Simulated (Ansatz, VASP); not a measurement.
# InPd: programs and potentials compared

The starting cell:

```xyz
2
Lattice="3.2719 0.0000 0.0000 0.0000 3.2719 0.0000 0.0000 0.0000 3.2719" Properties=species:S:1:pos:R:3 pbc="T T T"
In    0.0000    0.0000    0.0000
Pd    1.6359    1.6359    1.6359
```

The cell comes from a database or a generator and needn't be the stable form of this composition.

Alike in all runs: task relaxation of cell and atoms; functional PBEsol; dispersion D3(BJ); k mesh 8 × 8 × 8; occupations fermi-dirac, width 0.05 eV; no spin polarisation; no spin-orbit coupling.

```json
{"program and potentials": "Ansatz, Ansatz PAW", "plane-wave cutoff (eV)": "420", "notes": "potentials made for PBE, which Ansatz adapts in part; 15.5 valence electrons an atom on average", "equilibrium volume (Å³/atom)": "16.50"}
{"program and potentials": "Ansatz, all-electron LAPW, scalar-relativistic", "plane-wave cutoff (eV)": "-", "notes": "-", "equilibrium volume (Å³/atom)": "16.51"}
{"program and potentials": "VASP, PBE PAW files In_d, Pd, 600 eV", "plane-wave cutoff (eV)": "600", "notes": "potentials made for PBE; 11.5 valence electrons an atom on average", "equilibrium volume (Å³/atom)": "16.54"}
```

The equilibrium volume spans 16.50 (Ansatz, Ansatz PAW) to 16.54 Å³/atom (VASP, PBE PAW files In_d, Pd, 600 eV), with all-electron results at 16.51. Relaxations stop with a little pressure left, so the last digit of a volume isn't settled.

The functional is the same throughout but for its coding, so the spread measures potentials, basis and numerics; runs on potential files found faulty are left out.
